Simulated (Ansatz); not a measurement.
# ZnS: the change of largest V_zz and pressure with volume scale

Periodic Kohn-Sham DFT of a crystal at fixed atoms, scaled to volume_scale times the given cell; pressure positive in compression, energy less spherical unpolarised free atoms, largest_vzz the field gradient of largest size among the nuclei. The results are calculated, by Ansatz 0.2.0.

The cell before it is scaled or strained (space group P6_3mc, No. 186):
```
ZnS
1.0
      3.8110     0.0000     0.0000
     -1.9055     3.3004     0.0000
      0.0000     0.0000     6.2340
Zn S
2 2
Direct
  0.33333 0.66667 0.00000
  0.66667 0.33333 0.50000
  0.33333 0.66667 0.38500
  0.66667 0.33333 0.88500
```

Settings of every row: method frozen-core PAW; functional PBEsol; relativity scalar; k mesh 8x8x5; filling fermi-dirac; smearing width 0.03 eV; wave cutoff 420 eV; paw set soft_2.

Atom start moment: 0 on all atoms.

Limits: PAW files made with PBE.

```csv
row,volume scale,V (Å³/atom),largest V_zz (1e21 V/m^2),pressure (GPa)
1,0.94,18.426,1.885,3.878
2,0.96,18.818,?,?
3,0.98,19.21,1.818,0.247
4,0.99,19.407,1.808,-0.542
5,1,19.603,1.786,-1.288
6,1.01,19.799,1.77,-1.994
7,1.02,19.995,1.753,-2.663
8,1.04,20.387,1.728,-3.892
9,1.06,20.779,1.696,-4.993
```

Question: what largest V_zz and pressure should row 2 give?

Worked fit of largest V_zz. Take t = volume scale − 1. The shown rows have t = -0.06, -0.02, -0.01, 0, 0.01, 0.02, 0.04, 0.06. Their means are 0.005 and 1.7805 1e21 V/m^2; the sums about the means are S_tt = 0.0096 and S_ty = -0.01512, whose ratio is the slope. Least squares give largest V_zz = 1.7884 − 1.575 × t 1e21 V/m^2. The rows lie off it by 0.002, -0.002, 0.004, -0.002, -0.003, -0.004, 0.003, 0.002. The withheld row has t = -0.04, so the fit gives 1.7884 − 1.575 × (-0.04) = 1.851 1e21 V/m^2.

The calculation gave 1.852 1e21 V/m^2. The fit lies 0.001 1e21 V/m^2 (0.53 % of the column's range) below it, one unit of the last digit.

Worked fit of pressure. Take u = (V_r/V)^(2/3) − 1 with V_r = 19.701 Å³ an atom, which is twice the finite (Eulerian) strain; such expansions in the strain, on which the Birch-Murnaghan equation of state is built, carry the rest volume and the bulk modulus. The shown rows have u = 0.04561, 0.01697, 0.01007, 0.00333, -0.0033, -0.00983, -0.02256, -0.03489. Least squares give pressure = −1.6464 + 106.349 × u + 309.65 × u² + 312 × u³ GPa; a parabola predicts inner rows, each left out in turn, worse (root mean square 0.005 against 0.0021 GPa). The rows lie off it by 0.000, -0.002, 0.002, 0.001, 0.000, -0.001, 0.000, 0.000. The pressure vanishes at u = 0.0148, or V = 19.27 Å³ an atom, and there the bulk modulus at fixed shape and fractions is B = −V dP/dV = (2/3)(1 + u) dP/du = 78.3 GPa. Letting shape and atoms relax would as a rule lower it, by much in layered, chain or molecular crystals. The withheld row has u = 0.03104, so the fit gives −1.6464 + 106.349 × (0.03104) + 309.65 × (0.03104)² + 312 × (0.03104)³ = 1.962 GPa.

The calculation gave 1.961 GPa. The fit lies 0.001 GPa (0.011 % of the column's range) above it, one unit of the last digit.
